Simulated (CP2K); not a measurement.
# BN in CP2K: work function with PBE

Aim: the work function of BN with PBE.

Program: CP2K 2026.2. These are calculated values, not measurements. Logs are shortened: lines on timing, memory, paths and dates and some standing lists are left out, and cuts for length are marked.

## 1. The structure

The cell holds a sheet with vacuum, 2 atoms: a = 2.512 Å, b = 2.512 Å, c = 23.902 Å, α = 90.00°, β = 90.00°, γ = 120.00°.

The cell was built by a generator and needn't be a form met in nature.

## 2. Work function, PBE

bn_workfunction.inp

```
&GLOBAL
  PROJECT bn_workfunction
  RUN_TYPE ENERGY_FORCE
  PRINT_LEVEL LOW
&END GLOBAL
&FORCE_EVAL
  METHOD QS
  &DFT
    BASIS_SET_FILE_NAME BASIS_MOLOPT_UZH
    POTENTIAL_FILE_NAME POTENTIAL_UZH
    &MGRID
      CUTOFF 450
      REL_CUTOFF 60
      NGRIDS 5
    &END MGRID
    &QS
      METHOD GPW
      EPS_DEFAULT 1.0E-10
    &END QS
    &KPOINTS
      SCHEME MONKHORST-PACK 12 12 1
      GAMMA_CENTERED T
      SYMMETRY T
      SYMMETRY_BACKEND SPGLIB
    &END KPOINTS
    &SCF
      SCF_GUESS ATOMIC
      EPS_SCF 1.0E-6
      MAX_SCF 100
      ADDED_MOS 10
      CHOLESKY OFF
      EPS_EIGVAL 1.0E-7
      &DIAGONALIZATION ON
        ALGORITHM STANDARD
      &END DIAGONALIZATION
      &MIXING ON
        METHOD BROYDEN_MIXING
        ALPHA 0.2
        BETA 1.5
        NBUFFER 8
      &END MIXING
      &SMEAR ON
        METHOD FERMI_DIRAC
        ELECTRONIC_TEMPERATURE [K] 580.226
      &END SMEAR
    &END SCF
    &XC
      &XC_FUNCTIONAL PBE
      &END XC_FUNCTIONAL
    &END XC
    &PRINT
      &KPOINTS ON
      &END KPOINTS
      &MULLIKEN ON
      &END MULLIKEN
      &MO ON
        ENERGIES T
        OCCUPATION_NUMBERS T
        &EACH
          QS_SCF 0
        &END EACH
        ADD_LAST NUMERIC
      &END MO
      &LOWDIN ON
      &END LOWDIN
      &HIRSHFELD ON
        SHAPE_FUNCTION DENSITY
      &END HIRSHFELD
      &E_DENSITY_CUBE ON
        STRIDE 1
      &END E_DENSITY_CUBE
      &V_HARTREE_CUBE ON
        STRIDE 1
      &END V_HARTREE_CUBE
      &ELF_CUBE ON
        STRIDE 1
      &END ELF_CUBE
    &END PRINT
  &END DFT
  &SUBSYS
    &CELL
      ABC 2.5120635614 2.5120627940 23.9016000000
      ALPHA_BETA_GAMMA 90.0000000000 90.0000000000 120.0000965630
      PERIODIC XYZ
    &END CELL
    &COORD
      SCALED
      B   0.9940400000 0.9945700000 0.3137900000
      N   0.6607100000 0.3279100000 0.3137900000
    &END COORD
    &KIND B
      BASIS_SET TZVP-MOLOPT-PBE-GTH-q3
      POTENTIAL GTH-PBE-q3
    &END KIND
    &KIND N
      BASIS_SET TZVP-MOLOPT-PBE-GTH-q5
      POTENTIAL GTH-PBE-q5
    &END KIND
    &PRINT
      &ATOMIC_COORDINATES ON
      &END ATOMIC_COORDINATES
      &CELL ON
      &END CELL
      &SYMMETRY ON
      &END SYMMETRY
    &END PRINT
  &END SUBSYS
  &PRINT
    &FORCES ON
    &END FORCES
  &END PRINT
&END FORCE_EVAL
```

Potentials or basis: POTENTIAL_UZH B GTH-PBE-q3, N GTH-PBE-q5; TZVP-MOLOPT-PBE-GTH basis.

Run with:

```
$ OMP_NUM_THREADS=2 cp2k.psmp -i bn_workfunction.inp -o bn_workfunction.out
```

bn_workfunction.out:

```text

 CP2K| version string:                                       CP2K version 2026.2
 CP2K| Input file name                                       bn_workfunction.inp

 GLOBAL| Force Environment number                                              1
 GLOBAL| Basis set file name                                    BASIS_MOLOPT_UZH
 GLOBAL| Potential file name                                       POTENTIAL_UZH
 GLOBAL| MM Potential file name                                     MM_POTENTIAL
 GLOBAL| Coordinate file name                                      __STD_INPUT__
 GLOBAL| Method name                                                        CP2K
 GLOBAL| Project name                                            bn_workfunction
 GLOBAL| Run type                                                   ENERGY_FORCE
 GLOBAL| FFT library                                                       FFTW3
 GLOBAL| Diagonalization library                                       ScaLAPACK
 GLOBAL| Cholesky decomposition library                                ScaLAPACK
 GLOBAL| DGEMM library                                                      BLAS
 GLOBAL| Direct generalized diagonalization requested                          F
 GLOBAL| Matrix multiplication library                                 ScaLAPACK
 GLOBAL| Global print level                                                  LOW
 GLOBAL| Total number of message passing processes                             1
 GLOBAL| Number of threads for this process                                    2
 GLOBAL| CPU model name                                                  UNKNOWN

 CELL| Volume [angstrom^3]:                                           130.622592
 CELL| Vector a [angstrom]:       2.512     0.000     0.000   |a| =     2.512064
 CELL| Vector b [angstrom]:      -1.256     2.176     0.000   |b| =     2.512063
 CELL| Vector c [angstrom]:       0.000     0.000    23.902   |c| =    23.901600
 CELL| Angle (b,c), alpha [degree]:                                    90.000000
 CELL| Angle (a,c), beta  [degree]:                                    90.000000
 CELL| Angle (a,b), gamma [degree]:                                   120.000097
 CELL| Numerically orthorhombic:                                              NO
 CELL| Periodicity                                                           XYZ

 CELL_REF| Volume [angstrom^3]:                                       130.622592
 CELL_REF| Vector a [angstrom     2.512     0.000     0.000   |a| =     2.512064
 CELL_REF| Vector b [angstrom    -1.256     2.176     0.000   |b| =     2.512063
 CELL_REF| Vector c [angstrom     0.000     0.000    23.902   |c| =    23.901600
 CELL_REF| Angle (b,c), alpha [degree]:                                90.000000
 CELL_REF| Angle (a,c), beta  [degree]:                                90.000000
 CELL_REF| Angle (a,b), gamma [degree]:                               120.000097
 CELL_REF| Numerically orthorhombic:                                          NO
 CELL_REF| Periodicity                                                       XYZ

[... 9 lines left out ...]

  Total number of            - Atomic kinds:                                   2
                             - Atoms:                                          2
                             - Shell sets:                                     2
                             - Shells:                                        14
                             - Primitive Cartesian functions:                 10
                             - Cartesian basis functions:                     36
                             - Spherical basis functions:                     34

  Maximum angular momentum of- Orbital basis functions:                        2
                             - Local part of the GTH pseudopotential:          2
                             - Non-local part of the GTH pseudopotential:      0

 MODULE QUICKSTEP: ATOMIC COORDINATES IN ANGSTROM

   Atom Kind Element         X             Y             Z       Z(eff)     Mass
      1    1 B     5      1.247877      2.163695      7.500083   3.0000  10.8110
      2    2 N     7      1.247879      0.713371      7.500083   5.0000  14.0067

 Crystal Symmetry Information
       International Symbol:                                               P-6m2
       Point Group Symbol:                                                  -6m2
       Schoenflies Symbol:                                                 D3h^1
       Number of Symmetry Operations:                                         12

 SCF PARAMETERS         Density guess:                                    ATOMIC
                        --------------------------------------------------------
[... 77 lines left out ...]

 Extrapolation method: initial_guess

 Number of electrons:                                                          8
 Number of occupied orbitals:                                                  4
 Number of molecular orbitals:                                                14

 Number of orbital functions:                                                 34
 Number of independent orbital functions:                                     34

 SCF WAVEFUNCTION OPTIMIZATION

  Step     Update method      Time    Convergence         Total energy    Change
  ------------------------------------------------------------------------------
     1 NoMix/Diag. 0.20E+00    0.5     1.11153919       -12.8997509073 -1.29E+01
     2 Broy./Diag. 0.20E+00    0.5     0.04881321       -11.2243945319  1.68E+00
     3 Broy./Diag. 0.20E+00    0.6     0.13709181       -11.9616342032 -7.37E-01
     4 Broy./Diag. 0.20E+00    0.6     0.03997817       -12.6156168913 -6.54E-01
     5 Broy./Diag. 0.20E+00    0.6     0.07644341       -12.7038380609 -8.82E-02
     6 Broy./Diag. 0.20E+00    0.6     0.00610833       -12.7676017478 -6.38E-02
     7 Broy./Diag. 0.20E+00    0.6     0.02399780       -12.8084207733 -4.08E-02
     8 Broy./Diag. 0.20E+00    0.6     0.00560565       -12.8438653626 -3.54E-02
     9 Broy./Diag. 0.20E+00    0.6     0.01505074       -12.8519307135 -8.07E-03
    10 Broy./Diag. 0.20E+00    0.7     0.00093343       -12.8670646323 -1.51E-02
    11 Broy./Diag. 0.20E+00    0.6     0.00334133       -12.8666936564  3.71E-04
[... 16 lines left out ...]
    28 Broy./Diag. 0.20E+00    0.6     0.00000984       -12.8776931972 -3.32E-06
    29 Broy./Diag. 0.20E+00    0.6     0.00001785       -12.8776885914  4.61E-06
    30 Broy./Diag. 0.20E+00    0.6     0.00000675       -12.8776864300  2.16E-06
    31 Broy./Diag. 0.20E+00    0.6     0.00000291       -12.8776811157  5.31E-06
    32 Broy./Diag. 0.20E+00    0.6     0.00000259       -12.8776760354  5.08E-06
    33 Broy./Diag. 0.20E+00    0.6     0.00000758       -12.8776803290 -4.29E-06
    34 Broy./Diag. 0.20E+00    0.6     0.00000313       -12.8776906992 -1.04E-05
    35 Broy./Diag. 0.20E+00    0.6     0.00000202       -12.8776951002 -4.40E-06
    36 Broy./Diag. 0.20E+00    0.6     0.00000295       -12.8776894661  5.63E-06
    37 Broy./Diag. 0.20E+00    0.6     0.00000073       -12.8776831420  6.32E-06

  *** SCF run converged in    37 steps ***

  Electronic density on regular grids:         -7.9999999996        0.0000000004
  Core density on regular grids:                7.9999999992       -0.0000000008
  Total charge density on r-space grids:       -0.0000000004
  Total charge density g-space grids:          -0.0000000004

  Overlap energy of the core charge distribution:               0.00000101981300
  Self energy of the core charge distribution:                -30.90191424091751
  Core Hamiltonian energy:                                      9.49431608221659
  Hartree energy:                                              12.20849783582379
  Exchange-correlation energy:                                 -3.67858383888829
  Electronic entropic energy:                                  -0.00000000000025
  Fermi energy:                                                -0.12626411679239

  Total energy:                                               -12.87768314195267
  Total energy (extrapolated to T->0):                        -12.87768314195255

 MO| EIGENVALUES AND OCCUPATION NUMBERS FOR K POINT 1
 MO|
 MO|  Index      Eigenvalue [a.u.]        Eigenvalue [eV]             Occupation
 MO|      1              -0.695607             -18.928435               2.000000
 MO|      2              -0.483749             -13.163488               2.000000
 MO|      3              -0.371474             -10.108322               2.000000
 MO|      4              -0.186968              -5.087650               2.000000
 MO|      5               0.010245               0.278791               0.000000
 MO|      6               0.263099               7.159282               0.000000
 MO|      7               0.349841               9.519666               0.000000
 MO|      8               0.391573              10.655246               0.000000
 MO|      9               0.426995              11.619129               0.000000
 MO|     10               0.506260              13.776045               0.000000
 MO|     11               0.553910              15.072667               0.000000
 MO|     12               0.632941              17.223192               0.000000
 MO|     13               0.747086              20.329236               0.000000
[... 257 lines left out ...]
 MO|      3              -0.432887             -11.779447               2.000000
 MO|      4              -0.167235              -4.550698               2.000000
 MO|      5               0.003498               0.095179               0.000000
 MO|      6               0.356397               9.698052               0.000000
 MO|      7               0.383161              10.426335               0.000000
 MO|      8               0.420056              11.430301               0.000000
 MO|      9               0.489908              13.331065               0.000000
 MO|     10               0.502534              13.674655               0.000000
 MO|     11               0.536551              14.600305               0.000000
 MO|     12               0.586565              15.961245               0.000000
 MO|     13               0.596169              16.222572               0.000000
 MO|     14               0.838553              22.818175               0.000000
 MO| Sum:                                                               8.000000
 MO| E(Fermi):           -0.126264 a.u.         -3.435821 eV

 [... the levels of further k-points ...]

 The electron density is written in Cube    file format to the file:

 bn_workfunction-ELECTRON_DENSITY-1_0.cube

 !-----------------------------------------------------------------------------!
                     Mulliken Population Analysis

 #  Atom  Element  Kind  Atomic population                           Net charge
       1     B        1          2.536788                              0.463212
       2     N        2          5.463212                             -0.463212
 # Total charge                              8.000000                  0.000000

 !-----------------------------------------------------------------------------!

 !-----------------------------------------------------------------------------!
                           Hirshfeld Charges

  #Atom  Element  Kind  Ref Charge     Population                    Net charge
      1       B      1       3.000          2.780                         0.220
      2       N      2       5.000          5.220                        -0.220

  Total Charge                                                           -0.000
 !-----------------------------------------------------------------------------!

 LOWDIN POPULATION ANALYSIS

 #  Atom  Element  Kind  Atomic population                           Net charge
       1     B        1          3.305353                             -0.305353
       2     N        2          4.694647                              0.305353
 # Total charge                              8.000000                  0.000000

               ----- ELF is computed on the real space grid -----

 ELF is written in Cube    file format to the file:

 bn_workfunction-ELF_S1-1_0.cube

 ENERGY| Total FORCE_EVAL ( QS ) energy [hartree]            -12.877685480371667

 FORCES| Atomic forces [hartree/bohr]
 FORCES|   Atom     x               y               z               |f|
 FORCES|      1  2.42998126E-06  1.57981292E-05 -7.74132291E-07   1.60026553E-05
 FORCES|      2 -1.93697105E-05 -4.07145313E-05 -2.64001041E-04   2.67823465E-04
 FORCES| Sum    -1.69397293E-05 -2.49164021E-05 -2.64775173E-04
 FORCES| Total atomic force                                       2.66483909E-04
```

It took 24 s on 2 threads of Arm Neoverse V1, shared host; peak memory 0.42 GiB.

Results:

| Quantity | Value |
| --- | --- |
| Free energy | -350.4196 eV |
| Largest force | 0.014 eV/Å |
| Band gap on the k mesh | 4.65 eV, direct |
| Mulliken charges | B +0.46; N -0.46 e |
| Hirshfeld charges | B +0.22; N -0.22 e |
| Work function | 4.72 eV |
| Work function of the upper face | 4.72 eV |
| Work function of the lower face | 4.72 eV |

Forces in eV/Å, atoms in the order of the input:
```
B    0.000  0.001  0.000
N   -0.001 -0.002 -0.014
```

Caveat: Mulliken charges move with the basis; with a gap the Fermi level, and so the work function, lies anywhere in the gap; the basis of atomic orbitals isn't converged, which shifts pressures, moduli and gaps.
